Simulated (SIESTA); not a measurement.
The system is Ge.

```
Ge
1.0
     0.00000    2.82891    2.82891
     2.82891    0.00000    2.82891
     2.82891    2.82891    0.00000
Ge
2
Direct
  0.75000 0.75000 0.75000
  0.50000 0.50000 0.50000
```

- Program: SIESTA 5.4.2
- Task: single point
- Functional: PBE
- Potentials or basis: PseudoDojo 0.4 standard (PBE files)
- Basis: DZP (energy shift 0.003 Ry; two zetas on semicore shells)
- Grid cutoff: 800 Ry
- Energy shift: 0.003 Ry
- k mesh: 8 × 8 × 8
- Occupations: fermi-dirac, width 0.05 eV
- Spin: no spin polarisation

On this cell: pressure 5.1 GPa; largest force zero by symmetry; band gap on the k mesh 0.07 eV, direct.

The same run follows on a disturbed copy (atoms moved at random, drawn with an rms of 0.05 Å):

```xyz
2
Lattice="0.0000 2.8289 2.8289 2.8289 0.0000 2.8289 2.8289 2.8289 0.0000" Properties=species:S:1:pos:R:3 pbc="T T T"
Ge    4.2054    4.2838    4.2270
Ge    2.8276    2.8391    2.7804
```

Problem. What changes?

Solution. The energy moves by +10.1 meV/atom; pressure 5.3 GPa; largest force 0.754 eV/Å; band gap on the k mesh none (metal or under the smearing width).

Forces on the atoms (eV/Å):
```
Ge   0.477 -0.402 -0.424
Ge  -0.477  0.400  0.424
```

Stress tensor (GPa, compression positive):
```
 5.26 -1.22 -1.15
-1.22  5.29  1.41
-1.15  1.41  5.27
```

Caveats: the basis of atomic orbitals isn't converged, which shifts pressures, moduli and gaps.
